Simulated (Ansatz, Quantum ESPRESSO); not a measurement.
Given: the input of a run of Ansatz 0.2.0 on MnO. The cell is a database's computed one, not the measured one.

input.yaml

```yaml
crystal:
  lattice:
    - [0.0, 2.2239077028, 2.2239077028]
    - [2.2239077028, 0.0, 2.2239077028]
    - [2.2239077028, 2.2239077028, 0.0]
  atoms:
    - { symbol: Mn, position: [0.0, 0.0, 0.0], spin: 4.0 }
    - { symbol: O, position: [0.5, 0.5, 0.5] }
kpoints:
  mp_grid: { grid: [10, 10, 10] }
scf:
  occupations: { method: fermi_dirac, width: 0.05 }
hamiltonian:
  xc: pbesol
  pseudopotentials: { kind: all_electron, lapw: { basis_error: 0.001 } }
magnetization:
  spin_polarized: true
output:
  forces: true
  stress: true
  eigenvalues: true
```

Potentials or basis: all-electron LAPW, scalar-relativistic.

Run with:

```bash
$ ansatz run input.yaml --threads 2 --pin off --max-ram 6144MiB --backend cpu --events-out ev --progress --plain --runs-dir out
```

Question: Set up the same calculation for Quantum ESPRESSO 7.5 (ASE script). Potentials or basis there: GBRV 1.5 PBEsol, cutoff 612 eV.

Answer: As run (cutoffs and basis follow the program's own potentials, and thresholds, step limits or extra output files can differ):

The input run.py:

```python
import numpy as np
from ase.calculators.espresso import Espresso, EspressoProfile
from ase.io import read

atoms = read('MnO.xyz')
atoms.set_initial_magnetic_moments([4.0, 0.0])

input_data = {
    'control': {'calculation': 'scf', 'prefix': 'pwscf', 'outdir': './tmp', 'tprnfor': True, 'tstress': True, 'disk_io': 'nowf'},
    'system': {'ecutwfc': 45.0, 'ecutrho': 360.0, 'nbnd': 20, 'occupations': 'smearing', 'smearing': 'fd', 'degauss': 0.00367493, 'nspin': 2},
    'electrons': {'conv_thr': 4e-10, 'electron_maxstep': 120, 'mixing_beta': 0.3},
}
pseudopotentials = {'O': 'o_pbesol_v1.2.uspp.F.UPF', 'Mn': 'mn_pbesol_v1.5.uspp.F.UPF'}
profile = EspressoProfile(command='mpirun -n 2 pw.x -nk 2', pseudo_dir='pseudo')
dft = Espresso(profile=profile, input_data=input_data, pseudopotentials=pseudopotentials, kpts=(10, 10, 10), koffset=(0, 0, 0))
atoms.calc = dft

print(f'energy {atoms.get_potential_energy():.8f} eV')
print('forces (eV/A)')
print(np.round(atoms.get_forces(), 6))
print('stress (eV/A^3, Voigt)')
print(np.round(atoms.get_stress(), 8))
print(f'Fermi level {dft.get_fermi_level():.4f} eV')
```

MnO.xyz

```xyz
2
Lattice="0.0000000000 2.2239077028 2.2239077028 2.2239077028 0.0000000000 2.2239077028 2.2239077028 2.2239077028 0.0000000000" Properties=species:S:1:pos:R:3 pbc="T T T"
Mn     0.0000000000      0.0000000000      0.0000000000
O      2.2239077028      2.2239077028      2.2239077028
```

Potentials or basis: GBRV 1.5 PBEsol.

Run with:

```sh
$ OMP_NUM_THREADS=1 python run.py
```

Both were run:

|  | Ansatz | Quantum ESPRESSO |
| --- | --- | --- |
| Pressure | -7.1 GPa | -6.9 GPa |
| Net moment | 4.77 μB per cell | 4.78 μB per cell |
| Absolute moment | 4.77 μB per cell | 4.78 μB per cell |

Where Ansatz's input types no cutoff or centring, it takes its own default and a Γ-centred mesh.

The magnetic state is the one that the start led to; the real crystal's order can differ.

Pressure is positive in compression.
